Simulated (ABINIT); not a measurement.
# BaTiO3 (Pm-3m) in ABINIT: dielectric tensor with LDA

Aim: the dielectric tensor of BaTiO3 with LDA.

Program: ABINIT 10.8.3 (patched build). These are calculated values, not measurements. Logs are shortened: lines on timing, memory, paths and dates and some standing lists are left out, and cuts for length are marked. The log counts tension as positive stress, the text compression.

### Step 1. The crystal as given

It takes space group Pm-3m (No. 221, cubic). Conventional cell: a = 4.006 Å, b = 4.006 Å, c = 4.006 Å, α = 90.00°, β = 90.00°, γ = 90.00°. Around Ba (site symmetry m-3m) lie 12 O at 2.83 Å. Ti (site symmetry m-3m) has 6 O at 2.00 Å as nearest neighbours. Around O (site symmetry 4/mmm) lie 2 Ti at 2.00 Å.

### Step 2. Dielectric tensor, LDA

The input, run.abi:

```
ndtset 3

pp_dirpath "./"
pseudos "Ba.upf, Ti.upf, O.upf"

acell 3*1.0
rprim
     7.5702428553     0.0000000000     0.0000000000
     0.0000000000     7.5702428553     0.0000000000
     0.0000000000     0.0000000000     7.5702428553
ntypat 3
znucl 56 22 8
natom 5
typat 1 2 3 3 3
xred
            1/2            1/2            1/2
            0.0            0.0            0.0
            0.0            0.0            1/2
            0.0            1/2            0.0
            1/2            0.0            0.0

ecut 35.0

ngkpt 6 6 6
nshiftk 1
shiftk 0.5 0.5 0.5

ixc 7

nband 20
occopt 1

nstep 80
diemac 6.0

prteig 0
prtebands 0
prtwf 0
prtden 0
prtpot 0

kptopt1 1
tolvrs1 1.0e-15
prtwf1 1

iscf2 -3
rfelfd2 2
rfdir2 1 1 1
getwfk2 1
kptopt2 2
nqpt2 1
qpt2 0.0 0.0 0.0
tolwfr2 1.0e-18
prtwf2 1

rfelfd3 3
rfdir3 1 1 1
getwfk3 1
getddk3 2
kptopt3 2
nqpt3 1
qpt3 0.0 0.0 0.0
tolvrs3 1.0e-8
```

The input, mrgddb.in:

```
merged_DDB
BaTiO3
2
runo_DS1_DDB
runo_DS3_DDB
```

The input, anaddb.abi:

```
ddb_filepath "merged_DDB"
output_file "anaddb.abo"
outdata_prefix "ana"
asr 2
chneut 1
dipdip 1
dieflag 2
enunit 0
```

Potentials or basis: PseudoDojo NC SR LDA v0.4.1 standard.

Run with:

```console
$ mpirun --bind-to none -np 4 abinit run.abi > log 2>&1
$ mrgddb < mrgddb.in > mrgddb.log 2>&1
$ anaddb anaddb.abi > anaddb.log 2>&1
```

run.abo:

```text
.Version 10.8.3 of ABINIT
 DATASET    1 : space group Pm -3 m (#221); Bravais cP (primitive cubic)
================================================================================
 Values of the parameters that define the memory need for DATASET  1.
     intxc =       0    ionmov =       0      iscf =       7    lmnmax =       6
     lnmax =       6     mgfft =      45  mpssoang =       3    mqgrid =    3001
     natom =       5  nloc_mem =       1    nspden =       1   nspinor =       1
    nsppol =       1      nsym =      48    n1xccc =    2501    ntypat =       3
    occopt =       1   xclevel =       1
       mpw =        4302          nfft =       91125          nkpt =          10
================================================================================
================================================================================

 DATASET    2 : space group Pm -3 m (#221); Bravais cP (primitive cubic)
================================================================================
 Values of the parameters that define the memory need for DATASET  2 (RF).
     intxc =       0      iscf =      -3    lmnmax =       6     lnmax =       6
     mgfft =      45  mpssoang =       3    mqgrid =    3001     natom =       5
  nloc_mem =       1    nspden =       1   nspinor =       1    nsppol =       1
      nsym =      48    n1xccc =    2501    ntypat =       3    occopt =       1
   xclevel =       1
      nfft =       91125          nkpt =         108
================================================================================
================================================================================

 DATASET    3 : space group Pm -3 m (#221); Bravais cP (primitive cubic)
================================================================================
 Values of the parameters that define the memory need for DATASET  3 (RF).
     intxc =       0      iscf =       7    lmnmax =       6     lnmax =       6
     mgfft =      45  mpssoang =       3    mqgrid =    3001     natom =       5
  nloc_mem =       1    nspden =       1   nspinor =       1    nsppol =       1
      nsym =      48    n1xccc =    2501    ntypat =       3    occopt =       1
   xclevel =       1
      nfft =       91125          nkpt =         108
================================================================================
================================================================================

--------------------------------------------------------------------------------
------------- Echo of variables that govern the present computation ------------
--------------------------------------------------------------------------------
 -outvars: echo values of preprocessed input variables --------
            acell      1.0000000000E+00  1.0000000000E+00  1.0000000000E+00 Bohr
              amu      1.37327000E+02  4.78800000E+01  1.59994000E+01
           diemac      6.00000000E+00
             ecut      3.50000000E+01 Hartree
           getddk1          0
           getddk2          0
           getddk3          2
           getwfk1          0
           getwfk2          1
           getwfk3          1
             iscf1          7
             iscf2         -3
             iscf3          7
              ixc           7
           jdtset        1    2    3
                       outvar_i_n : Printing only first  50 k-points.
           kptopt1          1
           kptopt2          2
           kptopt3          2
         kptrlatt        6    0    0      0    6    0      0    0    6
          kptrlen      4.54214571E+01
            natom           5
            nband1         20
            nband2         20
            nband3         20
           ndtset           3
            ngfft          45      45      45
             nkpt1         10
             nkpt2        108
             nkpt3        108
             nqpt1          0
             nqpt2          1
             nqpt3          1
            nstep          80
             nsym          48
           ntypat           3
        optdriver1          0
        optdriver2          1
        optdriver3          1
           prtden           0
        prtebands           0
           prteig           0
            prtwf1          1
            prtwf2          1
            prtwf3          0
           rfelfd1          0
           rfelfd2          2
           rfelfd3          3
            rprim      7.5702428553E+00  0.0000000000E+00  0.0000000000E+00
                       0.0000000000E+00  7.5702428553E+00  0.0000000000E+00
                       0.0000000000E+00  0.0000000000E+00  7.5702428553E+00
           shiftk      5.00000000E-01  5.00000000E-01  5.00000000E-01
          spgroup         221
           tolvrs1     1.00000000E-15
           tolvrs2     0.00000000E+00
           tolvrs3     1.00000000E-08
           tolwfr1     0.00000000E+00
           tolwfr2     1.00000000E-18
[... 578 lines left out ...]
 So, its SCF calculation is not needed.

 The perturbation idir=   3  ipert=   7 is
 symmetric of a previously calculated perturbation.
 So, its SCF calculation is not needed.

--------------------------------------------------------------------------------
 Perturbation wavevector (in red.coord.)   0.000000  0.000000  0.000000
 Perturbation : homogeneous electric field along direction   1
 The set of symmetries contains only one element for this perturbation.
 symkpt : not enough symmetry to change the number of k points.

--------------------------------------------------------------------------------

--------------------------------------------------------------------------------

 Initialisation of the first-order wave-functions :
  ireadwf=   0

--- !BeginCycle
iteration_state: {dtset: 3, }
solver: {iscf: 7, nstep: 80, nline: 4, wfoptalg: 0, }
tolerances: {tolvrs: 1.00E-08, }
...

     iter   2DEtotal(Ha)        deltaE(Ha) residm    vres2
-ETOT  1  -118.51813177774     -1.185E+02 1.667E+01 7.295E+03
 ETOT  2  -132.25158419056     -1.373E+01 1.470E+00 8.715E+02
 ETOT  3  -134.70142079009     -2.450E+00 1.073E+00 1.647E+01
 ETOT  4  -135.20803960912     -5.066E-01 2.005E-01 1.233E+01
 ETOT  5  -135.34335898018     -1.353E-01 1.246E-01 2.517E-01
 ETOT  6  -135.38105494226     -3.770E-02 2.621E-02 1.954E-01
 ETOT  7  -135.39273173460     -1.168E-02 1.737E-02 3.741E-02
 ETOT  8  -135.39641209613     -3.680E-03 3.610E-03 4.810E-03
 ETOT  9  -135.39763922244     -1.227E-03 2.593E-03 7.016E-03
 ETOT 10  -135.39806124187     -4.220E-04 5.252E-04 2.079E-04
 ETOT 11  -135.39820912245     -1.479E-04 4.059E-04 2.776E-04
[... 4 lines left out ...]
 ETOT 16  -135.39829480808     -1.205E-06 2.203E-06 6.371E-04
 ETOT 17  -135.39829399006      8.180E-07 1.827E-06 4.574E-03
 ETOT 18  -135.39829556830     -1.578E-06 3.509E-07 4.945E-05
 ETOT 19  -135.39829556685      1.450E-09 3.205E-07 3.263E-04
 ETOT 20  -135.39829494535      6.215E-07 7.694E-08 2.316E-03
 ETOT 21  -135.39829553157     -5.862E-07 4.453E-08 5.196E-04
 ETOT 22  -135.39829570703     -1.755E-07 8.662E-09 2.529E-06
 ETOT 23  -135.39829571133     -4.304E-09 7.922E-09 3.908E-08
 ETOT 24  -135.39829571206     -7.301E-10 1.189E-09 4.203E-08
 ETOT 25  -135.39829571231     -2.476E-10 1.188E-09 3.586E-09

 At SCF step   25       vres2   =  3.59E-09 < tolvrs=  1.00E-08 =>converged.
-open ddk wf file :runo_DS2_1WF16
-open ddk wf file :runo_DS2_1WF17
-open ddk wf file :runo_DS2_1WF18
================================================================================

 ----iterations are completed or convergence reached----

 Mean square residual over all n,k,spin=   23.407E-13; max=  11.883E-10

 2DEtotal=   -0.1353982957E+03 Ha. Also 2DEtotal=   -0.368437532168E+04 eV
    (  non-var. 2DEtotal :   -1.3539829181E+02 Ha)
================================================================================

 ---- first-order wavefunction calculations are completed ----

 ==> Compute Derivative Database <==
 The violation of the charge neutrality conditions
 by the effective charges is as follows :
    atom        electric field
 displacement     direction
       1               1        0.015493        0.000000
       1               2        0.000000        0.000000
       1               3        0.000000        0.000000
       2               1        0.000000        0.000000
       2               2        0.015493        0.000000
       2               3        0.000000        0.000000
       3               1        0.000000        0.000000
       3               2        0.000000        0.000000
       3               3        0.015493        0.000000

 Effective charge tensors after
 imposition of the charge neutrality (if requested by user),
 and eventual restriction to some part :
   atom    displacement
         1         1    2.725948E+00    0.000000E+00    0.000000E+00
         1         2    0.000000E+00    2.725948E+00    0.000000E+00
         1         3    0.000000E+00    0.000000E+00    2.725948E+00
         2         1    7.329027E+00    0.000000E+00    0.000000E+00
         2         2    0.000000E+00    7.329027E+00    0.000000E+00
         2         3    0.000000E+00    0.000000E+00    7.329027E+00
         3         1   -2.135054E+00    0.000000E+00    0.000000E+00
         3         2    0.000000E+00   -2.135054E+00    0.000000E+00
         3         3    0.000000E+00    0.000000E+00   -5.784867E+00
         4         1   -2.135054E+00    0.000000E+00    0.000000E+00
         4         2    0.000000E+00   -5.784867E+00    0.000000E+00
         4         3    0.000000E+00    0.000000E+00   -2.135054E+00
         5         1   -5.784867E+00    0.000000E+00    0.000000E+00
         5         2    0.000000E+00   -2.135054E+00    0.000000E+00
         5         3    0.000000E+00    0.000000E+00   -2.135054E+00
 Now, the imaginary part of the dynamical matrix is zeroed

  Dielectric tensor, in cartesian coordinates,
     j1       j2             matrix element
  dir pert dir pert     real part    imaginary part

   1    7   1    7         6.6931614585        -0.0000000000

   2    7   2    7         6.6931614585        -0.0000000000

   3    7   3    7         6.6931614585        -0.0000000000

  Effective charges, in cartesian coordinates,
  (from electric field response)
   if specified in the inputs, charge neutrality has been imposed
     j1       j2             matrix element
  dir pert dir pert     real part    imaginary part

   1    1   1    7         2.7259476735         0.0000000000
   1    2   1    7         7.3290266467         0.0000000000
   1    3   1    7        -2.1350538346         0.0000000000
   1    4   1    7        -2.1350538346         0.0000000000
   1    5   1    7        -5.7848666513         0.0000000000
[... 7 lines left out ...]
   3    1   3    7         2.7259476735         0.0000000000
   3    2   3    7         7.3290266467         0.0000000000
   3    3   3    7        -5.7848666513         0.0000000000
   3    4   3    7        -2.1350538346         0.0000000000
   3    5   3    7        -2.1350538346         0.0000000000

== END DATASET(S) ==============================================================
================================================================================

 -outvars: echo values of variables after computation  --------
            acell      1.0000000000E+00  1.0000000000E+00  1.0000000000E+00 Bohr
           etotal1    -1.3739362369E+02
           etotal2    -2.7815073503E+01
           etotal3    -1.3539829571E+02
            fcart1    -0.0000000000E+00 -0.0000000000E+00 -0.0000000000E+00
                      -0.0000000000E+00 -0.0000000000E+00 -0.0000000000E+00
                      -0.0000000000E+00 -0.0000000000E+00 -0.0000000000E+00
                      -0.0000000000E+00 -0.0000000000E+00 -0.0000000000E+00
                      -0.0000000000E+00 -0.0000000000E+00 -0.0000000000E+00
            fcart3     0.0000000000E+00  0.0000000000E+00  0.0000000000E+00
                       0.0000000000E+00  0.0000000000E+00  0.0000000000E+00
                       0.0000000000E+00  0.0000000000E+00  0.0000000000E+00
                       0.0000000000E+00  0.0000000000E+00  0.0000000000E+00
                       0.0000000000E+00  0.0000000000E+00  0.0000000000E+00
            rprim      7.5702428553E+00  0.0000000000E+00  0.0000000000E+00
                       0.0000000000E+00  7.5702428553E+00  0.0000000000E+00
                       0.0000000000E+00  0.0000000000E+00  7.5702428553E+00
           strten1     3.5656006301E-04  3.5656006301E-04  3.5656006301E-04
                       0.0000000000E+00  0.0000000000E+00  0.0000000000E+00
           strten3     0.0000000000E+00  0.0000000000E+00  0.0000000000E+00
                       0.0000000000E+00  0.0000000000E+00  0.0000000000E+00
           xangst      2.0029999987E+00  2.0029999987E+00  2.0029999987E+00
                       0.0000000000E+00  0.0000000000E+00  0.0000000000E+00
                       0.0000000000E+00  0.0000000000E+00  2.0029999987E+00
                       0.0000000000E+00  2.0029999987E+00  0.0000000000E+00
                       2.0029999987E+00  0.0000000000E+00  0.0000000000E+00
             xred      5.0000000000E-01  5.0000000000E-01  5.0000000000E-01
                       0.0000000000E+00  0.0000000000E+00  0.0000000000E+00
                       0.0000000000E+00  0.0000000000E+00  5.0000000000E-01
                       0.0000000000E+00  5.0000000000E-01  0.0000000000E+00
                       5.0000000000E-01  0.0000000000E+00  0.0000000000E+00
 Calculation completed.
```

Run time: 13 min. Hardware: 4 MPI ranks of Arm Neoverse V2, shared host; peak memory 0.76 GiB.

What came out:

| Item | Value |
| --- | --- |
| Free energy | -3738.6710 eV |
| Electronic dielectric tensor (diagonal) | 6.69 |
| Born charges (mean of the diagonal) | Ba +2.73; Ti +7.33; O -3.35 e |

Electronic dielectric tensor:
```
6.69 0.00 0.00
0.00 6.69 0.00
0.00 0.00 6.69
```

Born effective charge tensors (e):
atom 1, Ba
```
2.73 0.00 0.00
0.00 2.73 0.00
0.00 0.00 2.73
```
atom 2, Ti
```
7.33 0.00 0.00
0.00 7.33 0.00
0.00 0.00 7.33
```
atom 3, O
```
-2.14  0.00  0.00
 0.00 -2.14  0.00
 0.00  0.00 -5.78
```
atom 4, O
```
-2.14  0.00  0.00
 0.00 -5.78  0.00
 0.00  0.00 -2.14
```
atom 5, O
```
-5.78  0.00  0.00
 0.00 -2.14  0.00
 0.00  0.00 -2.14
```

Caveat: this release of the barium file is off.
